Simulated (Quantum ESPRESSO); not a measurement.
# Pd: equation of state with LDA

Crystal: Pd.

```xyz
1
Lattice="-1.5723 1.5723 1.5723 1.5723 -1.5723 1.5723 1.5723 1.5723 -1.5723" Properties=species:S:1:pos:R:3 pbc="T T T"
Pd    0.0000    0.0000    0.0000
```

This isn't the form of Pd at room conditions, which is fcc.

```json
{"Program": "Quantum ESPRESSO 7.5", "Task": "equation of state", "Functional": "LDA", "Potentials or basis": "GBRV 1.5 LDA", "Cutoff": "612 eV", "Density cutoff": "4898 eV", "k mesh": "12 × 12 × 12", "Occupations": "fermi-dirac, width 0.05 eV", "Spin": "no spin polarisation", "Form of the LDA correlation": "PZ81", "Mixing beta": "0.5", "Most SCF iterations": "120", "SCF threshold": "2e-10 Ry"}
```

```
Equilibrium volume : 14.32 Å³/atom (rough: see the caveat)
Bulk modulus       : 224 GPa (rough)
```

Energy against volume, from the lowest point:
```
volume (Å³/atom)  energy (meV/atom)
          14.614               0.00
          14.925              12.20
          15.236              31.58
          15.547              57.19
          15.858              88.29
          16.169             123.86
          16.480             163.60
```

All runs of the series together: 25 s on 2 threads of Arm Neoverse V2, with other jobs on the host.

Caveat: the minimum lies outside the volumes run.
